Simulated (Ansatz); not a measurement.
**As under changes of volume**

One of the cells (21.530 Å³/atom); the others are scaled copies at fixed shape and fractional positions:

```
As
1.0
     1.88080    1.08588    3.51406
    -1.88080    1.08588    3.51406
     0.00000   -2.17176    3.51406
As
2
Direct
  0.22600 0.22600 0.22600
  0.77400 0.77400 0.77400
```

```yaml
Program: Ansatz 0.2.0
Functional: r2SCAN
Potentials_or_basis: Ansatz PAW
Cutoff: "500 eV (not typed: the program's choice for these potentials)"
k_mesh: 9 × 9 × 9
Occupations: fermi-dirac, width 0.05 eV
Spin: no spin polarisation
```

```tsv
volume (Å³/atom)	energy over the lowest point (meV/atom)	pressure (GPa)	largest force (eV/Å)
20.239	40.00	7.6	0.592
20.669	22.50	5.5	0.434
21.100	10.32	3.6	0.287
21.530	2.97	1.9	0.150
21.961	0.00	0.3	0.021
22.392	1.01	-1.1	0.100
22.822	?	?	?
```

**Question.** What does the run at 22.822 Å³/atom give?

**Answer.** Energy over the lowest point 5.63 meV/atom; pressure -2.3 GPa; largest force 0.214 eV/Å.

Worked out: A Birch-Murnaghan fit of order 3 (a polynomial in V^(-2/3)) to the other rows has its minimum at 22.06 Å³/atom with B0 = V·E''(V) = 74 GPa and B' = 4.0 at fixed shape and positions, which overstates the stiffness. It gives 5.61 meV/atom at 22.822 Å³/atom, against the run's 5.63, and -dE/dV = -2.3 GPa, against -2.3.

Energies are extrapolated to zero smearing.

Caveats: the PAW data sets come from PBE, with cores solved anew for the run's functional, which leaves a small shift of forces and pressure.
